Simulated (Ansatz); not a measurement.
# Si: which structure wins at one pressure

Aim: bring Si in several structures (fcc, bcc, hcp, beta tin, graphite, diamond) to one pressure and rank them by enthalpy. The pressure is set by scaling the first phase. The runs shown use LAPW. Companion runs by PAW are cited.

Program: Ansatz 0.2.0. Level of theory: DFT, PBE, all-electron LAPW, scalar-relativistic. These are calculated values, not measurements.

## 1. The system as given

The structure is cubic, space group Fm-3m (No. 225). The conventional cell has a = 3.079 Å, b = 3.079 Å, c = 3.079 Å, α = 90.00°, β = 90.00°, γ = 90.00°. Si (site symmetry m-3m) is surrounded by 12 Si at 2.18 Å.

As a file:

```cif
data_structure
_symmetry_space_group_name_H-M 'P 1'
_symmetry_Int_Tables_number 1
_cell_length_a 2.1773
_cell_length_b 2.1773
_cell_length_c 2.1773
_cell_angle_alpha 60.000
_cell_angle_beta 60.000
_cell_angle_gamma 60.000
_cell_volume 7.30
loop_
_atom_site_label
_atom_site_type_symbol
_atom_site_fract_x
_atom_site_fract_y
_atom_site_fract_z
_atom_site_occupancy
Si1 Si 0.00000 0.00000 0.00000 1
```

## 2. Fcc relaxed under pressure, LAPW

input.yaml

```yaml
crystal:
  lattice:
    - [0.0, 1.5395883414, 1.5395883414]
    - [1.5395883414, 0.0, 1.5395883414]
    - [1.5395883414, 1.5395883414, 0.0]
  atoms:
    - { symbol: Si, position: [0.0, 0.0, 0.0] }
kpoints:
  mp_grid: { grid: [21, 21, 21] }
scf:
  occupations: { method: fermi_dirac, width: 0.05 }
hamiltonian:
  xc: pbe
  pseudopotentials: { kind: all_electron, lapw: { basis_error: 0.0005 } }
output:
  forces: true
  stress: true
  eigenvalues: true
relax:
  f_tol: 0.005
  max_steps: 12
  cell: { p_target: 260.0, stress_tol: 0.13 }
```

Run with:

```sh
$ ansatz run input.yaml --threads 1 --pin off --max-ram 3584MiB --backend cpu --events-out ev --progress --plain --runs-dir out
```

Further steps of the session: Bcc relaxed under pressure, LAPW; Hcp relaxed under pressure, LAPW; Beta tin relaxed under pressure, LAPW; Graphite at the cell that PAW relaxed, LAPW; Diamond relaxed under pressure, LAPW.

What does the calculation give? Wanted: pressure; lowest (for each run or level that gives them).

**Answer**, as computed:

| quantity | value |
| --- | --- |
| pressure | 260 GPa |
| lowest (LAPW) | fcc, 131.5 meV/atom under hcp |
| lowest (PAW) | fcc, 132.7 meV/atom under hcp |

What this shows: By LAPW the order is fcc < hcp < bcc < beta tin < graphite < diamond. By PAW the order is fcc < hcp < bcc < beta tin < graphite < diamond. The methods agree on the lowest phase. Only these structures were tried, with electrons smeared by 0.05 eV and without vibrations, so the true ground state may be another. The k meshes differ between phases and weren't tested, which can move differences by some meV.
